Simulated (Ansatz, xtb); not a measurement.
Redistribution: C3H5Cl + CHF3 → C2H2ClF + C2H4F2

Species: C3H5Cl `C/C=C/Cl`, singlet; CHF3 `FC(F)F`, singlet; C2H2ClF (1-chloro-2-fluoroethylene) `F/C=C/Cl`, singlet; C2H4F2 `CC(F)F`, singlet. The partners trade CH3 for F; both sit on C, so the bond types are kept.

Shapes, held fixed at every level: PBE0-D4/def2-TZVP. Programs: Ansatz 0.2.0, xtb 6.7.1. The zero-point and thermal change to 298 K, harmonic and unscaled (PBE0-D4/def2-TZVP), is -0.8 kJ/mol.

| level | kind | ΔH(298 K) (kJ/mol) | less CCSD(T)/CBS estimate |
| --- | --- | --- | --- |
| GFN0-xTB | semi-empirical | +36.4 | -11.9 |
| HF/def2-SVP | Hartree–Fock | +57.6 | +9.3 |
| SPW92/def2-TZVPP | LDA | +47.5 | -0.8 |
| PBE0-D4/def2-TZVPP | global hybrid | +49.2 | +0.9 |
| wB97X-V/def2-TZVPP | range-separated hybrid | +45.3 | -3.0 |
| MP2/def2-SVP | perturbation theory | +63.8 | +15.5 |
| MP2/def2-TZVPP | perturbation theory | +56.7 | +8.4 |
| CCSD/def2-SVP | coupled cluster or CI | +57.4 | +9.1 |
| CCSD(T)/CBS estimate | coupled cluster or CI | +48.3 | 0.0 |

The highest level, CCSD(T)/CBS estimate, gives ΔH(298 K) = +48.3 kJ/mol; the levels span +36.4 to +63.8. The column of differences is taken from that level and isn't an error. No measured value is set beside it here. The CBS estimate extrapolates MP2 from def2-TZVPP and def2-QZVPP and adds CCSD(T) − MP2 in the triple-zeta set, cores frozen.

The exchange is endothermic at every level, and the small thermal term makes this an electronic preference. Trifluoromethane has three geminal fluorine pairs, each stabilised by lone-pair donation into a neighbouring C–F σ* orbital, while 1,1-difluoroethane keeps only one. The alkene also loses the hyperconjugation of its methyl group, and π donation from the new vinylic fluorine evidently doesn't make up for both losses.

Keeping the bond types doesn't remove the sensitivity to method, because these substituent interactions change across the reaction. MP2 falls from +63.8 to +56.7 kJ/mol on going to the larger basis, which suggests that the small set describes the compact, electron-rich fluorines unevenly. In that small set CCSD returns almost to the Hartree–Fock value, so MP2 probably exaggerates the correlation contribution. The closeness of SPW92 to the reference likely reflects cancelling errors rather than a sound description of fluorine clustering. The enthalpy favours the reactants but says nothing about the barrier to exchange.
